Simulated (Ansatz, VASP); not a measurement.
## In in VASP and in Ansatz

```xyz
1
Lattice="-1.5973 1.5973 2.4987 1.5973 -1.5973 2.4987 1.5973 1.5973 -2.4987" Properties=species:S:1:pos:R:3 pbc="T T T"
In    0.0000    0.0000    0.0000
```

Alike in both runs: functional PBEsol; k mesh 18 × 18 × 18; occupations gaussian, width 0.1 eV; no spin polarisation.

Ansatz relaxed the structure, and its values are those at the end. VASP's run is a single point on that final structure, the one shown.

|  | VASP | Ansatz |
| --- | --- | --- |
| version | VASP 6.6.1 | Ansatz 0.2.0 |
| potentials or method | VASP PAW PBE potentials, release 64 (In_d) | scalar-relativistic, plane waves, PAW |
| plane-wave cutoff (eV) | 520 | 420 |
| valence electrons in the cell | 13 | 13 |

```tsv
	VASP	Ansatz	Ansatz less VASP
gap on the k mesh at the Fermi level (eV)	none	none	-
pressure (GPa)	0.0	0.0	+0.02
```

A gap of «none» marks a metal or a gap that the smearing closes.

Caveats: the PAW data sets were made with another functional, which shifts forces and pressure a little (VASP).
